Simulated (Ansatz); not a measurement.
The system is AlAu.

```
CELL_PARAMETERS angstrom
3.22394 0.00000 0.00000
0.00000 3.22394 0.00000
0.00000 0.00000 3.22394
ATOMIC_POSITIONS crystal
Au 0.50000 0.50000 0.50000
Al 0.00000 0.00000 0.00000
```

The cell comes from a database or a generator and needn't be the stable form of this composition.

Base run:

* Program: Ansatz 0.2.0
* Functional: PBEsol
* Potentials or basis: Ansatz PAW
* Cutoff: 420 eV
* Density cutoff: 1680 eV
* k mesh: 8 × 8 × 8
* Occupations: fermi-dirac, width 0.05 eV
* Spin: no spin polarisation

Its results: band gap on the k mesh none (metal or under the smearing width); pressure -5.2 GPa.

**Question.** The run is repeated on the same cell with these changes: spin from no spin polarisation to spin-orbit coupling, no magnetisation; potential files from those of the base run to others of the same set. What comes out?

**Answer.** Band gap on the k mesh none (metal or under the smearing width); pressure -6.1 GPa.

Caveats: the PAW data sets come from PBE, with cores solved anew for the run's functional, which leaves a small shift of forces and pressure.

Not every run made on this cell is shown here.
